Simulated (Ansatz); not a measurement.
# Cobalt, simple cubic: HSE06 at the PBE geometry

Aim: see what exact exchange does to the levels and moments, and what it costs. The cell comes from an earlier PBE relaxation. Exact exchange is dear, so the k-mesh is coarse, and PBE is run on the same mesh for comparison.

Program: Ansatz 0.2.0. Level of theory: DFT, plane waves (420 eV) with PBE-made PAW files, scalar-relativistic; functionals as named at each step. These are calculated values, not measurements.

**1. The system as given**

It takes space group Pm-3m (No. 221, cubic). The conventional cell has a = 2.340 Å, b = 2.340 Å, c = 2.340 Å, α = 90.00°, β = 90.00°, γ = 90.00°. Co (site symmetry m-3m) is surrounded by 6 Co at 2.34 Å.

Coordinates:

```cif
data_structure
_symmetry_space_group_name_H-M 'P 1'
_symmetry_Int_Tables_number 1
_cell_length_a 2.3401
_cell_length_b 2.3401
_cell_length_c 2.3401
_cell_angle_alpha 90.000
_cell_angle_beta 90.000
_cell_angle_gamma 90.000
_cell_volume 12.81
loop_
_atom_site_label
_atom_site_type_symbol
_atom_site_fract_x
_atom_site_fract_y
_atom_site_fract_z
_atom_site_occupancy
Co1 Co 0.00000 0.00000 0.00000 1
```

Starting moments (μB): +1.9.

**2. PBE, coarse mesh**

The run with PBE.

input.yaml

```yaml
crystal:
  lattice:
    - [2.3401138647, 0.0, 0.0]
    - [0.0, 2.3401138647, 0.0]
    - [0.0, 0.0, 2.3401138647]
  atoms:
    - { symbol: Co, position: [0.0, 0.0, 0.0], spin: 1.898 }
hamiltonian:
  xc: pbe
  pseudopotentials:
    kind: paw
    azcp:
      Co: "pseudopotentials/Co.paw.azcp"
basis:
  ecutwfc: 420
  fft_grid_basis: typed
kpoints:
  mp_grid: { grid: [7, 7, 7], shift: [0, 0, 0] }
magnetization:
  spin_polarized: true
scf:
  occupations: { method: fermi_dirac, width: 0.1 }
output:
  write_density: true
  write_potential: true
  elf: true
  volumetric_format: npy
```

Command:

```sh
$ ansatz run input.yaml --threads 4 --pin off --max-ram 8192MiB --backend cpu --events-out ev --progress --plain --runs-dir out
```

**3. HSE06 on the coarse mesh**

The run with HSE06.

input.yaml, as its differences from that of step 2:

```diff
@@ -8,3 +8,3 @@
 hamiltonian:
-  xc: pbe
+  xc: hse06
   pseudopotentials:
@@ -22,6 +22 @@
   occupations: { method: fermi_dirac, width: 0.1 }
-output:
-  write_density: true
-  write_potential: true
-  elf: true
-  volumetric_format: npy
```

(Steps that only read results are left out.)

What does the calculation give? Wanted: PBE: gap; PBE: magnetic state; HSE06: gap; HSE06: magnetic state.

The runs gave:

```
                         quantity                                  value
                         PBE: gap           none (levels filled in part)
              PBE: magnetic state  ferromagnetic, up to 1.87 μB per atom
                       HSE06: gap           none (levels filled in part)
            HSE06: magnetic state  ferromagnetic, up to 2.22 μB per atom
HSE06: SCF cycles, exchange loops                                  34, 3
 HSE06: CPU time over that of PBE                                     17
```

What this shows: Neither PBE nor HSE06 shows a clean gap on this mesh. The largest moment goes from 1.87 to 2.22 μB; exact exchange favours larger moments in itinerant magnets. The hybrid took 17 times as much CPU time as PBE on the same settings. HSE06 needed 3 outer loops of the exchange operator. The total energies in the logs cannot be compared from one functional to another.
